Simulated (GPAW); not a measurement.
Crystal: NiO.

```xyz
2
Lattice="0.0000 2.0859 2.0859 2.0859 0.0000 2.0859 2.0859 2.0859 0.0000" Properties=species:S:1:pos:R:3 pbc="T T T"
Ni    0.0000    0.0000    0.0000
O     2.0859    2.0859    2.0859
```

Base run:

* Program: GPAW 26.7.0
* Functional: r2SCAN
* Potentials or basis: GPAW PAW data sets (gpaw-data 1.2.1)
* Cutoff: 800 eV
* Basis: pw
* k mesh: 8 × 8 × 8
* Occupations: fermi-dirac, width 0.05 eV
* Spin: collinear spin, ferromagnetic start
* Starting moments: [1.0, 0.0] μB
* Hubbard terms: Ni d U = 2 eV

Its results: band gap on the k mesh 1.99 eV, indirect (least direct gap 3.01 eV); pressure 9.1 GPa; net moment 2.00 μB per cell; site moments Ni +1.76; O +0.18 μB.

Task: After a change of settings the same cell gave: band gap on the k mesh 2.87 eV, indirect (least direct gap 4.34 eV); pressure 10.5 GPa; net moment 2.00 μB per cell; site moments Ni +1.83; O +0.13 μB. Which change was it?
A. hubbard terms from Ni d U = 2 eV to none
B. hubbard terms from Ni d U = 2 eV to Ni d U = 5 eV
C. hubbard terms from Ni d U = 2 eV to Ni d U = 3 eV

Result: B.

Caveats: the stock nickel data set gives pressures a few GPa off other programs; the PAW data sets were made with another functional, which shifts forces and pressure a little; a cell with one magnetic atom can't hold antiferromagnetic order, which such compounds often take.
